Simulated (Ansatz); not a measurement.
**Thermal expansion of Pt from its phonons**

These are results of Ansatz 0.2.0, DFT PBEsol, scalar-relativistic, plane waves, PAW, not measurements. Cutoff 420 eV, 20×20×20 k-points (Γ-centred), Fermi-Dirac smearing of 0.15 eV. No spin polarisation. Phonons by linear response, acoustic sum rule imposed.

The cell, relaxed at this level:
```yaml
crystal:
  lattice:
    - [0.00000, 1.96090, 1.96090]
    - [1.96090, 0.00000, 1.96090]
    - [1.96090, 1.96090, 0.00000]
  atoms:
    - { symbol: Pt, position: [0.00000, 0.00000, 0.00000] }
```

In a metal, frequencies depend on the k mesh and the smearing, soft modes most. Spin–orbit coupling is left out, which can shift energies with elements as heavy as these.

Phonons on a 2×2×2 q mesh at 0.98, 1 and 1.02 times the equilibrium volume give γ = −d ln ν/d ln V, modes matched by rank. The cell has V = 15.08 Å³ with 1 atom and B = 284 GPa. Points of the mesh (fractions of the reciprocal vectors) with their weights out of 8; the acoustic modes at Γ are left out:

```tsv
q	weight	ν (cm⁻¹)	γ	degeneracy
0.00 0.00 -0.50	4	93	2.19	2
0.00 0.00 -0.50	4	196	2.70	1
0.00 -0.50 -0.50	3	128	2.58	2
0.00 -0.50 -0.50	3	191	2.69	1
```

**Question.** Work out the volume expansion coefficient at 50, 100, 300 and 800 K in Grüneisen's theory.

**Answer.** Each mode holds c = k_B x² eˣ/(eˣ − 1)², x = hcν/k_BT (k_B = 0.695 cm⁻¹/K). Weighted over the mesh, C_V = Σ c, γ̄ = Σ cγ/C_V and α_V = γ̄ C_V/(BV):
```csv
T (K),C_V (k_B a cell),γ̄,α_V (10⁻⁶/K)
50,0.94,2.36,7.1
100,1.91,2.43,14.9
300,2.52,2.47,20.1
800,2.61,2.47,20.8
```

The classical limit of C_V is 3n = 3 k_B, less the 3/8 k_B of the three modes left out, which leaves C_V and α_V about 12 % low even at high temperature. All γ are positive, so the crystal expands at every temperature. For a cubic crystal the linear coefficient is a third of α_V. A mesh this coarse misses long acoustic waves, so the low-temperature rows are rough; B and γ are held at their static values, and the electrons' part is left out.

**Question.** The zero-point energy of the cell, summed on a denser interpolated mesh, is 25.196, 23.951 and 22.746 meV at the three volumes. How far does it expand the lattice at 0 K?

**Answer.** P_zp = −dE_zp/dV = 2.450 meV / (0.603 Å³) × 0.16022 GPa Å³/meV = 0.651 GPa, so ΔV/V = P_zp/B = 0.23 %. This share is taken off a measured low-temperature volume before it is compared with a static calculation.

Cost: 6 runs of about 3.8 core-minutes in all, on Intel Xeon Platinum 8488C (Sapphire Rapids) (shared hosts).

The expansion coefficient follows the heat capacity, since the mean Grüneisen parameter only rises from 2.36 to 2.47. That small rise comes from the transverse mode at 93 cm⁻¹, which has the lowest γ and dominates when the crystal is cold. In this mode close-packed planes slide against each other, which probably draws less on the steep short-range repulsion than the longitudinal modes do.

Platinum's heavy atoms keep all the frequencies low, so the vibrations are already nearly classical at 300 K, and the zero-point expansion is only 0.23 %. The large γ values show bonds that weaken quickly on stretching, but the high bulk modulus, a result of strong d-band cohesion, keeps the thermal expansion moderate.

The near-plateau between 300 and 800 K reflects the saturated heat capacity. In real platinum the coefficient keeps climbing over this range, probably because the lattice softens as it expands, a feedback absent here. The results therefore support the origin and rough size of the expansion near room temperature better than its high-temperature slope.
